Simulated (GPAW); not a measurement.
Crystal: Hf.

```xyz
2
Lattice="3.1967 0.0000 0.0000 -1.5983 2.7684 0.0000 0.0000 0.0000 5.0578" Properties=species:S:1:pos:R:3 pbc="T T T"
Hf    1.5984    0.9228    3.7934
Hf    0.0000    1.8456    1.2645
```

```yaml
Program: GPAW 26.7.0
Task: single point
Functional: PBEsol
Potentials_or_basis: PAW data sets generated in the run's folder for this functional
Cutoff: 600 eV
Basis: pw
k_mesh: 10 × 10 × 5
Occupations: fermi-dirac, width 0.05 eV
Spin: no spin polarisation
```

On this cell: pressure -3.5 GPa; largest force under 0.003 eV/Å; band gap on the k mesh none (metal or under the smearing width).

The same run follows on a disturbed copy (atoms moved at random, drawn with an rms of 0.05 Å):

```
Hf
1.0
     3.19670    0.00000    0.00000
    -1.59835    2.76842    0.00000
     0.00000    0.00000    5.05780
Hf
2
Direct
  0.67080 0.34630 0.75451
  0.32565 0.67287 0.24668
```

What changes?

The energy (extrapolated to zero smearing) moves by +1.9 meV/atom; pressure -3.5 GPa; largest force 0.150 eV/Å; band gap on the k mesh none (metal or under the smearing width).

Forces in eV/Å, atoms in the order of the input:
```
Hf  -0.061 -0.042 -0.130
Hf   0.061  0.042  0.130
```

Stress tensor (GPa, compression positive):
```
-3.18  0.24  0.05
 0.24 -3.51  0.03
 0.05  0.03 -3.72
```
